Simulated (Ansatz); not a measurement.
Input:

```yaml
crystal:
  lattice:
    - [2.13948, 1.23523, 10.24188]
    - [-2.13948, 1.23523, 10.24188]
    - [0.00000, -2.47046, 10.24188]
  atoms:
    - { symbol: Sb, position: [0.39755, 0.39755, 0.39755] }
    - { symbol: Sb, position: [0.60245, 0.60245, 0.60245] }
    - { symbol: Te, position: [0.00000, 0.00000, 0.00000] }
    - { symbol: Te, position: [0.21385, 0.21385, 0.21385] }
    - { symbol: Te, position: [0.78615, 0.78615, 0.78615] }
```

No spin polarisation.

Calculations: plane-wave PAW DFT at the r2SCAN+rVV10 level (Ansatz, a first-principles code, 500 eV), scalar-relativistic without spin-orbit coupling. Γ-centred 9×9×9 mesh, Fermi–Dirac width 0.05 eV.

Task: Predict the valence-band top at Γ, gap character, electron mass and band gap.

Result: 
* **Valence-band top at Γ (three highest levels, from the VBM)**: 0.00, -1.41, -1.41 eV
* **Gap character**: direct at Γ
* **Electron mass**: 0.13 mₑ along c, 0.090 mₑ across (at Γ)
* **Band gap**: 0.23 eV

Spin-orbit coupling, missing from the scalar runs, can matter with Sb and Te. Load acts through the strain it causes; cell and atoms are relaxed under it. Masses are band curvatures over ±0.01 Å⁻¹ around the edge. No phonon test of stability was made. The cell was made from Sb₂Te₃ in the Bi2Te3 type structure (space group R-3m, No. 166) by this change: pressure 0.3 GPa. The zero or small gap of Sb2Te3 can change with the level of theory.
